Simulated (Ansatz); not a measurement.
# MoP: zone-centre modes at -3 GPa

Level of theory: DFT PBE, scalar-relativistic, plane waves, PAW in Ansatz. Plane waves to 420 eV; Γ-centred k mesh 18×18×14; Fermi-Dirac smearing of 0.15 eV. No spin polarisation. Phonons by linear response, acoustic sum rule imposed.

The cell, relaxed at -3 GPa:
```
CELL_PARAMETERS angstrom
3.26363 0.00000 0.00000
-1.63181 2.82638 0.00000
0.00000 0.00000 3.20158
ATOMIC_POSITIONS crystal
Mo 0.00000 0.00000 0.00000
P 0.33333 0.66667 0.50000
```

In a metal, frequencies and elastic constants depend on the k mesh and the smearing, soft modes and shear constants most.

Optical modes at Γ; i marks an imaginary frequency:
```
frequency (meV) degeneracy
           46.5           1
           48.3           2
```

All 3 optical modes at Γ are real: no displacement of atoms at fixed cell lowers the energy to second order. Strains and modes at other wave vectors aren't tested by this run.

Cost: 1 run of about 4.2 core-minutes, on AMD EPYC (Zen 3) (shared hosts).